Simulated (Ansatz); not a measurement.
# SiO2 (Imma) in Ansatz: single point with HSE06

Aim: the single point of SiO2 with HSE06.

Everything below comes from runs of Ansatz 0.2.0. Logs are shortened: lines on timing, memory, paths and dates and some standing lists are left out, and cuts for length are marked.

## (1) The crystal as given

Symmetry: Imma, No. 74, orthorhombic system. The conventional cell has a = 5.247 Å, b = 9.554 Å, c = 8.883 Å, α = 90.00°, β = 90.00°, γ = 90.00°. Si (site symmetry m) has 4 O at 1.60 to 1.61 Å as nearest neighbours. O (site symmetry 2/m) has 2 Si at 1.60 Å as nearest neighbours. O (site symmetry 2) has 2 Si at 1.61 Å as nearest neighbours. O (site symmetry mm2) has 2 Si at 1.61 Å as nearest neighbours.

The cell comes from a database or a generator and needn't be the stable form of this composition.

## (2) Single point, HSE06

input reads:

```
crystal:
  lattice:
    - [-2.62333646, 4.776753505, 4.441674725]
    - [2.62333646, -4.776753505, 4.441674725]
    - [2.62333646, 4.776753505, -4.441674725]
  atoms:
    - { symbol: Si, position: [0.26034098, 0.84494489, 0.41539609] }
    - { symbol: Si, position: [0.0704512, 0.15505511, 0.91539609] }
    - { symbol: Si, position: [0.73965902, 0.15505511, 0.58460391] }
    - { symbol: Si, position: [0.9295488, 0.84494489, 0.08460391] }
    - { symbol: O, position: [0.5, 0.0, 0.5] }
    - { symbol: O, position: [0.0, 0.0, 0.0] }
    - { symbol: O, position: [0.79317541, 0.0, 0.29317541] }
    - { symbol: O, position: [0.20682459, 0.5, 0.20682459] }
    - { symbol: O, position: [0.20682459, 0.0, 0.70682459] }
    - { symbol: O, position: [0.79317541, 0.5, 0.79317541] }
    - { symbol: O, position: [0.86931113, 0.11931113, 0.75] }
    - { symbol: O, position: [0.13068887, 0.88068887, 0.25] }
hamiltonian:
  xc: hse06
  pseudopotentials: { kind: paw }
kpoints:
  mp_grid: { grid: [4, 4, 4] }
scf:
  occupations: { method: fermi_dirac, width: 0.05 }
output:
  forces: true
  stress: true
  eigenvalues: true
```

Potentials or basis: Ansatz PAW.

The log of the run:

```text
Warning: output.stress: scf.convergence.dr2_threshold = 1e-7 eV (the SCF's general default) is looser than the 1.2e-9 eV advised for a printed stress (1e-10 eV for each atom of the cell: 12). What an SCF threshold leaves in a stress goes as its square root, and in the free energy as the threshold itself, and one threshold admits the most on a small cell: of the crystals measured, under no hybrid functional and no lock of the moments, on runs that ended without the residual-converged pass, on stresses that held no estimate of that error, the worst erred by over 100 MPa in a component at 1e-7 eV an atom and by under 5 at 1e-10. Set scf.convergence.dr2_threshold to 1.2e-9 eV or tighter. The threshold is an SCF's pass mark: one that does not reach it within its budget of iterations ends unconverged, or closes short of it on a stop that the run arms, and scf.convergence.dr2_threshold's page says what that costs each kind of run
Warning: output.stress: scf.exx.energy_threshold = 1e-6 eV is looser than the 1.2e-7 eV advised for a stress under a hybrid functional (1e-8 eV for each atom of the cell: 12). Every SCF of the exchange loop can meet its threshold on dr2 while the loop round them stops early: no threshold on dr2 bounds what that leaves in the stress. Set scf.exx.energy_threshold to 1.2e-7 eV or tighter. The threshold is the loop's pass mark: a loop that does not reach it within its budget of cycles ends unconverged, and scf.exx.energy_threshold's page has the law
GPUs: using 1 of 1 available (devices: 1).
Engine: ansatz 0.2.0, x86_64-unknown-linux-gnu
Pseudopotentials: kind: paw
Pseudopotential: Si, paw, valence charge 4, recommended cutoff 420 eV (normal), Si.paw.azcp
Pseudopotential: O, paw, valence charge 6, recommended cutoff 420 eV (normal), O.paw.azcp
Functional definition: HSE06
  parameter a = 0.25
  parameter omega = 0.11/bohr
  exchange = pbe_x - a*pbe_x_sr(omega) + a*exact_x_sr(omega)
  correlation = pbe_c
device memory: the entry about to start is reckoned to put 2.6 GiB on a device that reports 65.8 GiB free (of which the cap on the GPU budget leaves the run 18.0 GiB)
GPU FFT provider: cuFFT
GPU libraries: cuBLAS 13.8.2, cuFFT 12.4.0, cuSOLVER 12.3.4
Crystal: 12 atoms, lattice volume = 222.635 Å³
Basis set: ecut = 420 eV, 4321 PW (Γ), exchange–correlation on 96×96×96 points (8 copies of the dense FFT grid, shifted against one another)
Bands: 44, of which v1, the nominal top of the filled ones, is band 32 counted from 1 (31 counted from 0)
Symmetry: 8 space group operations
Space group: Imma (ITA 74), of the structure as read, at distance tolerance 6.1e-5 Å
k-points: 18 of 64
Non-local potential: Si, projectors of the file, l = 0: 2, l = 1: 2, l = 2: 2
Non-local potential: O, projectors of the file, l = 0: 2, l = 1: 2, l = 2: 1
PAW form: soft (Blöchl's): semilocal exchange-correlation on the pseudo side does not see the compensation charge
PAW frozen core: Si, regenerated for the run's functional, and the local potential with it (the file was generated under x = pbe(κ = 0.804, μ = 0.2195149727645171), c = pbe(β = 0.06672455060314922))
PAW frozen core: O, regenerated for the run's functional, and the local potential with it (the file was generated under x = pbe(κ = 0.804, μ = 0.2195149727645171), c = pbe(β = 0.06672455060314922))
PAW one-centre angular grid: Si, 110 points (default); XC on 64 Gauss nodes
PAW one-centre angular grid: O, 110 points (default); XC on 96 Gauss nodes
Initial density: superposition of atomic densities (neutral atoms: chi_scale 0, normalization atom), corrected by the library's trained network
Initial wavefunctions: pseudopotential atomic-orbital guess
GPU buffer pool allocated for 110592 grid points (all kernels)
GPU transforms: local potential and band sums: pruned to the plane-wave sphere, on 48×48×48
Functional: x = pbe(κ = 0.804, μ = 0.2195149727645171), c = pbe(β = 0.06672455060314922), warm-up for x = pbe(κ = 0.804, μ = 0.2195149727645171) + 0.25 (exact − pbe) at short range (hse, ω = 0.20786987370883472 Å⁻¹), c = pbe(β = 0.06672455060314922); HSE06 as pw.x's `hse` composes it (authors' and Libxc's form: `xc: wpbeh`)
SCF iter   1: F=—  HF=-7096.216358 eV  |F-HF|=—  |Δ(HF+E_count)|=         —  Δρ=1.50e-3  dr2=5.11e-3  ethr=1.77e-3  ⟨swp⟩=11.7  Hψ=4632  notcnv=0
preconditioner: auto → none  [insulator: Δε(μ)=5.488 eV  Ē_g=16.429 eV  σ=0.050 eV  W_gap=1.00  n_scr=40 (ndim 8)  ℏωp=19.9 eV  f_vac=0.376  D(μ)=0.00/eV (n_scr^D=0)]
SCF iter   2: F=-7096.219435 eV  HF=-7096.219330 eV  |F-HF|=1.05e-4  |Δ(HF+E_count)|=   2.97e-3  Δρ=7.62e-4  dr2=7.57e-4  ethr=7.99e-6  ⟨swp⟩=5.2  Hψ=2580  notcnv=0  defer=1
SCF 1 stopped early in 2 iterations: F = -7096.219435 eV  dr2 = 7.57e-4
device memory: the entry about to start is reckoned to put 3.3 GiB (of the 3.3 GiB reckoned in all, the device holds 0.1 GiB already) on a device that reports 65.1 GiB free (of which the cap on the GPU budget leaves the run 17.9 GiB)
GPU FFT provider: cuFFT
[... 19 lines left out ...]
hybrid outer 1: dexx = +2.186e-2 eV, tail = 3.98e-5 eV
GPU FFT provider: cuFFT
GPU libraries: cuBLAS 13.8.2, cuFFT 12.4.0, cuSOLVER 12.3.4
GPU buffer pool allocated for 110592 grid points (all kernels)
GPU transforms: local potential and band sums: pruned to the plane-wave sphere, on 48×48×48
Exchange kernel: α = 0.2500, screened, ω = 0.2079 Å⁻¹, Wigner–Seitz truncation, v(0) = 1046.6107 eV·Å³, q-mesh 4×4×4, nearest image of the exchange supercell L = 20.99 Å, pair-density grid 32×32×32, without the augmentation charges, whose exchange is taken in its separable form by FFT convolution over the k-point mesh (sized by the pseudopotential files, 45×32×48 at the most), smooth part of the exact exchange by density-matrix convolution in up to 6.36 GiB of GPU memory as planned if the GPU has room (build and FFT work areas not counted)
Frozen-core exchange: fock
SCF iter   1: F=—  HF=-7097.684730 eV  |F-HF|=—  |Δ(HF+E_count)|=         —  Δρ=4.23e-5  dr2=1.88e-6  ethr=3.11e-7  ⟨swp⟩=7.8  Hψ=2098  notcnv=0
preconditioner: auto → none  [insulator: Δε(μ)=7.177 eV  Ē_g=18.822 eV  σ=0.050 eV  W_gap=1.00  n_scr=40 (ndim 8)  ℏωp=19.9 eV  f_vac=0.382  D(μ)=0.00/eV (n_scr^D=0)]
SCF iter   2: F=—  HF=-7097.684730 eV  |F-HF|=—  |Δ(HF+E_count)|=   5.29e-7  Δρ=1.53e-5  dr2=4.40e-7  ethr=2.72e-9  ⟨swp⟩=4.0  Hψ=2284  notcnv=0
SCF iter   3: F=—  HF=-7097.684730 eV  |F-HF|=—  |Δ(HF+E_count)|=   6.85e-8  Δρ=4.91e-6  dr2=7.76e-8  ethr=4.66e-10  ⟨swp⟩=2.9  Hψ=1429  notcnv=0
SCF iter   4: F=—  HF=-7097.684731 eV  |F-HF|=—  |Δ(HF+E_count)|=   5.11e-7  Δρ=6.44e-6  dr2=6.81e-8  ethr=4.88e-11  ⟨swp⟩=6.7  Hψ=2862  notcnv=0  defer=18
SCF iter   5: F=-7097.684731 eV  HF=-7097.684731 eV  |F-HF|=2.18e-9  |Δ(HF+E_count)|=   2.13e-8  Δρ=1.23e-6  dr2=2.44e-9  ethr=4.88e-11  ⟨swp⟩=4.1  Hψ=2133  notcnv=0
SCF 3 converged in 5 iterations: F = -7097.684731 eV  dr2 = 2.44e-9
  Residual-converged pass: ⟨swp⟩=3.1  Hψ=1754  notcnv=0  max |occ|·‖R‖ = 9.6e-7 eV (tolerance 1.1e-6 eV)  dr2=2.49e-9  dr2_onsite=2.70e-10  max |Δocc| = 0.0e0
hybrid outer 2: dexx = +5.238e-7 eV, tail = 1.23e-8 eV, Δε = 1.31e-3 eV (about 2.77e-5 eV left of the loop's levels), ΔF = 3.91e-3 eV/Å (tail 3.06e-4)
hybrid SCF converged: 2 outer / 11 inner (+2 warm-up), last move |dexx| = 5.24e-7 eV, tail = 1.23e-8 eV
Stability not checked: this state was not tested for a lower state beside it, because the functional holds exact exchange (a hybrid, or Hartree-Fock), whose exchange loop this test does not read (fock_operator; see scf.lower_state_search)
Free energy (F): -7097.684731 eV
Frozen-core exchange: fock
Harris-Foulkes:  -7097.684731 eV  (|F-HF|=2.18e-9)
Internal energy: -7097.684731 eV  (E = F + TS)
E sigma→0 (E₀):  -7097.684731 eV
Fermi energy:    1.811177 eV
--- Per-component energies (eV) ---
  E_band       = -599.367050
  E_kinetic    = 1621.045937
  E_local      = -6079.556853  (includes V_loc(G=0)·N_el)
  E_nonlocal   = 469.903717
  E_hartree    = 2384.026723
  E_xc         = -656.962375
  E_vxc        = -756.639953  (∫ρ·V_xc dr)
  E_exx        = -184.617566  (= α·E_x^exact, valence–valence)
  E_paw        = -3303.702308  (= ΣΔE_a)
  E_vpaw       = -252.959060  (= ΣTr[D̂ρ^β])
  E_aug_tail   = 0.020792  (compensation charges beyond the density's cutoff)
  E_ewald      = -1347.393053
  E_core_change = -0.449744  (= ΣΔE_core)
  E_smearing   = -0.000000  (= −TS)
  E_closure    = -0.000000  (closes the sum)
  Σ components = -7097.684731   (vs F -7097.684731, Δ=9.09e-13)
--- Forces (eV/Å), atoms counted from 1 ---
  atom   1  Si     0.00000000    -0.05041021    -0.02622007
  atom   2  Si     0.00000000    -0.05041021     0.02622007
  atom   3  Si     0.00000000     0.05041021     0.02622007
  atom   4  Si     0.00000000     0.05041021    -0.02622007
  atom   5  O      0.00000000     0.00000000     0.00000000
  atom   6  O      0.00000000     0.00000000     0.00000000
  atom   7  O      0.00000000    -0.00503440     0.00000000
  atom   8  O      0.00000000     0.00503440     0.00000000
  atom   9  O      0.00000000     0.00503440     0.00000000
  atom  10  O      0.00000000    -0.00503440     0.00000000
  atom  11  O      0.00000000     0.00000000    -0.00960163
  atom  12  O      0.00000000     0.00000000     0.00960163
  max |Σ_I F_I| component: 1.39e-17 eV/Å
--- Stress (GPa, compression-positive) ---
       -0.094835       0.000000       0.000000
        0.000000      -0.195452       0.000000
        0.000000       0.000000      -0.047329
  P = ⅓ Tr σ = -0.1125 GPa (-1.125 kbar)
--- Band table (eV; the first three rows and the last of 18) ---
  k-point 0: bands = ["-22.8952", "-21.9306", "-21.4437", "-21.3630", "-20.8053", "-20.7473", "-20.7355", "-20.7259", "-11.1757", "-10.7111", "-10.0901", "-7.8663", "-7.7198", "-7.7129", "-7.5996", "-7.0912", "-5.4807", "-5.2117", "-4.5787", "-4.5618", "-4.0708", "-3.9959", "-3.9514", "-3.9419", "-3.3753", "-3.3452", "-3.3289", "-3.0862", "-2.9257", "-2.5594", "-2.2586", "-1.8203", "5.3566", "8.3344", "8.9025", "9.0424", "9.1581", "9.3113", "9.7342", "10.0680", "10.0942", "10.5520", "10.7234", "11.0325"]
  k-point 1: bands = ["-22.7394", "-21.8274", "-21.7923", "-21.3572", "-20.7922", "-20.7502", "-20.7322", "-20.7289", "-11.0992", "-10.2550", "-10.0896", "-8.0367", "-7.7475", "-7.7244", "-7.5451", "-7.0727", "-5.4487", "-5.3023", "-4.7636", "-4.4342", "-4.2923", "-4.0269", "-3.9603", "-3.8097", "-3.5676", "-3.4004", "-3.3274", "-3.1086", "-3.0073", "-2.6452", "-2.1696", "-2.1494", "6.0293", "8.3244", "8.8540", "9.2820", "9.3332", "9.5959", "10.0044", "10.0381", "10.4419", "10.5006", "10.6730", "10.7849"]
  k-point 2: bands = ["-22.3201", "-22.3201", "-21.5773", "-21.5773", "-20.7689", "-20.7689", "-20.7297", "-20.7297", "-10.6867", "-10.6867", "-8.9372", "-8.9372", "-7.6835", "-7.6835", "-7.2780", "-7.2780", "-5.4341", "-5.4341", "-4.6912", "-4.6912", "-4.1935", "-4.1935", "-3.7915", "-3.7915", "-3.6437", "-3.6437", "-3.3314", "-3.3314", "-2.8344", "-2.8344", "-2.2286", "-2.2286", "7.5554", "7.5554", "9.0293", "9.0293", "9.3369", "9.3369", "9.8245", "9.8245", "10.7212", "10.7212", "10.9988", "10.9988"]
  k-point 17: bands = ["-22.4825", "-22.4282", "-21.9453", "-20.7585", "-20.7550", "-20.7460", "-20.7440", "-20.7244", "-12.2244", "-9.8750", "-8.8345", "-8.8335", "-7.9955", "-7.5199", "-7.2931", "-7.2655", "-5.3172", "-5.2066", "-4.8442", "-4.7403", "-4.2750", "-4.0970", "-3.9453", "-3.8198", "-3.7086", "-3.6220", "-3.5029", "-3.2008", "-2.4098", "-2.0648", "-2.0386", "-1.8441", "7.3611", "7.5538", "7.6712", "7.6798", "8.9783", "9.1801", "9.3454", "10.3642", "10.5711", "10.6834", "11.1200", "11.2662"]
```

Run time: 47 s. Hardware: 1 × NVIDIA H100 80GB HBM3 with 2 threads of AMD EPYC 7R13 (Zen 3), shared host; peak memory 3.5 GiB.

Results:

```
Free energy            : -7097.6847 eV
Pressure               : -0.1 GPa
Largest force          : 0.057 eV/Å
Band gap on the k mesh : 7.18 eV, direct
```

Forces on the atoms (eV/Å):
```
Si   0.000 -0.050 -0.026
Si   0.000 -0.050  0.026
Si   0.000  0.050  0.026
Si   0.000  0.050 -0.026
O    0.000  0.000  0.000
O    0.000  0.000  0.000
O    0.000 -0.005  0.000
O    0.000  0.005  0.000
O    0.000  0.005  0.000
O    0.000 -0.005  0.000
O    0.000  0.000 -0.010
O    0.000  0.000  0.010
```

Caveat: the pressure holds a Pulay correction of +0.3 GPa for the finite cutoff; the PAW data sets come from PBE, with cores solved anew for the run's functional, which leaves a small shift of forces and pressure; the thresholds are loose for stress.
